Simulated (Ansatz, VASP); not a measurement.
## AlN: VASP beside Ansatz

INCAR

```
SYSTEM = AlN
PREC     = Accurate       ! precision mode
ENCUT    = 520            ! plane-wave cutoff, eV
EDIFF    = 1E-6           ! SCF threshold, eV
ISMEAR   = 0              ! smearing method
SIGMA    = 0.05           ! smearing width, eV
LREAL    = .FALSE.        ! projectors in reciprocal space
LASPH    = .TRUE.         ! aspherical terms in the spheres
NELM     = 80             ! most SCF steps
ALGO     = Normal         ! electronic algorithm
ISIF     = 2              ! what is computed and relaxed
LWAVE    = .FALSE.        ! write WAVECAR
LCHARG   = .FALSE.        ! write CHGCAR
GGA      = PE             ! functional
NBANDS   = 11             ! bands
```

Contents of KPOINTS:

```
regular mesh
0
G
  10 10 10
  0 0 0
```

Contents of POSCAR:

```
AlN
1.0
    0.0000000000      2.0345180000      2.0345180000
    2.0345180000      0.0000000000      2.0345180000
    2.0345180000      2.0345180000      0.0000000000
Al N
1 1
Direct
    0.5000000000      0.5000000000      0.5000000000
    0.0000000000      0.0000000000      0.0000000000
```

Input for Ansatz:

```yaml
crystal:
  lattice:
    - [0.0, 2.034518, 2.034518]
    - [2.034518, 0.0, 2.034518]
    - [2.034518, 2.034518, 0.0]
  atoms:
    - { symbol: Al, position: [0.5, 0.5, 0.5] }
    - { symbol: "N", position: [0.0, 0.0, 0.0] }
basis:
  ecutwfc: 420
kpoints:
  mp_grid: { grid: [10, 10, 10] }
hamiltonian:
  xc: pbe
scf:
  occupations: { method: gaussian, width: 0.05 }
output:
  forces: true
  stress: true
  eigenvalues: true
  write_density: true
  write_potential: true
  elf: true
  volumetric_format: npy
```

Measurements of this composition are mostly on another form, of space group No. 186.

Alike in both runs: task single point; functional PBE; k mesh 10 × 10 × 10; occupations gaussian, width 0.05 eV; no spin polarisation.

|  | VASP | Ansatz |
| --- | --- | --- |
| version | VASP 6.6.1 | Ansatz 0.2.0 |
| potentials or method | VASP PAW PBE potentials, release 64 (Al, N) | scalar-relativistic, plane waves, PAW |
| plane-wave cutoff (eV) | 520 | 420 |
| valence electrons in the cell | 8 | 8 |

Ansatz gave:

```
gap on the k mesh at the Fermi level (eV) : 4.45
least direct gap on the mesh (eV)         : 5.40
pressure (GPa)                            : 0.3
```

**Question.** Which values does VASP return?

**Answer.** gap on the k mesh at the Fermi level (eV): 4.42; least direct gap on the mesh (eV): 5.41; pressure (GPa): 0.0.

A k mesh can miss the band edges.
